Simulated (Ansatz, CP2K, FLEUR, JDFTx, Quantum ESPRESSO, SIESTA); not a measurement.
# AlN: programs and potentials compared

```
Al N
1.0
     3.11300    0.00000    0.00000
    -1.55650    2.69594    0.00000
     0.00000    0.00000    4.98100
Al N
2 2
Direct
  0.66667 0.33333 0.50000
  0.33333 0.66667 0.00000
  0.66667 0.33333 0.88000
  0.33333 0.66667 0.38000
```

Alike in all runs: task band structure; functional LDA; k mesh 10 × 10 × 6; occupations fermi-dirac, width 0.05 eV; no spin polarisation; no spin-orbit coupling. LDA stands for any of its common fits. Pressure is positive in compression and, in plane waves, holds the error of the finite cutoff. Gaps are the smaller of the mesh's and the band path's.

| program and potentials | plane-wave cutoff (eV) | notes | band gap (eV) | pressure (GPa) | largest force (eV/Å) |
| --- | --- | --- | --- | --- | --- |
| CP2K, GTH_POTENTIALS Al GTH-PADE-q3, N GTH-PADE-q5; TZVP-MOLOPT-PBE-GTH basis | - | atomic basis | 4.25 | -5.85 | 0.114 |
| Ansatz, all-electron LAPW, scalar-relativistic | - | - | ? | ? | ? |
| SIESTA, files PseudoDojo sr-lda-0.4.1-standard, DZP (energy shift 0.002 Ry; radii capped at 9.5 bohr) | - | atomic basis | 4.43 | -3.60 | 0.122 |
| Quantum ESPRESSO, PseudoDojo 0.4.1 SR LDA standard | 1143 | - | 4.26 | -5.85 | 0.114 |
| FLEUR, all-electron, FLAPW | - | - | 4.24 | - | - |
| JDFTx, PseudoDojo-SR-LDA-0.4.1-standard | 1143 | - | 4.26 | - | - |

Q: Estimate from the other rows what the run with Ansatz, all-electron LAPW, scalar-relativistic gave.

A: Band gap 4.24 eV; pressure -4.63 GPa; largest force 0.117 eV/Å. The other rows, which needn't bracket it: band gap 4.24 to 4.43; pressure -5.85 to -3.60; largest force 0.114 to 0.122.
